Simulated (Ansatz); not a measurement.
Consider the following.

```yaml
crystal:
  lattice:
    - [5.13220, 0.00000, 0.00000]
    - [-2.56610, 4.44462, 0.00000]
    - [0.00000, 0.00000, 5.81158]
  atoms:
    - { symbol: Ge, position: [0.45863, 0.00000, 0.83333] }
    - { symbol: Ge, position: [0.00000, 0.45863, 0.16667] }
    - { symbol: Ge, position: [0.54137, 0.54137, 0.50000] }
    - { symbol: O, position: [0.39956, 0.29419, 0.73894] }
    - { symbol: O, position: [0.70581, 0.10537, 0.07228] }
    - { symbol: O, position: [0.89463, 0.60044, 0.40561] }
    - { symbol: O, position: [0.10537, 0.70581, 0.92772] }
    - { symbol: O, position: [0.29419, 0.39956, 0.26106] }
    - { symbol: O, position: [0.60044, 0.89463, 0.59439] }
```

No spin polarisation.

Level of theory: plane-wave PAW DFT at the PBE level (Ansatz, an electronic-structure program, 420 eV), spin-orbit coupling left out. Γ-centred 8×8×6 mesh, Fermi–Dirac width 0.05 eV.

Task: Predict the band gap, smallest direct gap, pressure and gap character.

Result: Band gap: 3.18 eV
Smallest direct gap: 3.26 eV
Pressure (mean of the normal stresses, compression positive): -0.86 GPa
Gap character: indirect, K → Γ

The cells carry an imposed strain or load. No phonon test of stability was made. The cell was made from GeO$_{2}$ (space group P3_121, No. 152) by this change: isotropic strain +0.76 %.
